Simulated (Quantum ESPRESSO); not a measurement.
Hf:

```
CELL_PARAMETERS angstrom
3.19670 0.00000 0.00000
-1.59835 2.76842 0.00000
0.00000 0.00000 5.05780
ATOMIC_POSITIONS crystal
Hf 0.66667 0.33333 0.75000
Hf 0.33333 0.66667 0.25000
```

- Program: Quantum ESPRESSO 7.5
- Task: phonons
- Functional: PBEsol
- Potentials or basis: GBRV 1.5 PBEsol
- Cutoff: 612 eV
- Density cutoff: 4898 eV
- k mesh: 8 × 8 × 4
- Occupations: cold, width 0.2 eV
- Spin: no spin polarisation
- Target pressure: -3 GPa
- Mixing beta: 0.5
- Most SCF iterations: 120
- SCF threshold: 4e-10 Ry

The cell and the atoms were relaxed first at -3 GPa, to 22.16 Å³/atom (a = 3.190 Å, b = 3.190 Å, c = 5.030 Å, α = 90.00°, β = 90.00°, γ = 120.00°), and the response was taken there.

**Question.** Which optical modes does the crystal have at the zone centre, and which show in infrared and Raman spectra?

**Answer.** The optical modes are E2g + B1g. None is infrared active. Raman active: E2g.

Optical modes at Γ, degenerate ones joined:
| cm⁻¹ | components | symmetry | active in |
| --- | --- | --- | --- |
| 78 | 2 | E2g | Raman |
| 110 | 1 | B1g | silent |

Caveat: the mesh is thin for the phonons of a metal; the cell is more than 3 GPa from zero pressure, which shifts response properties.
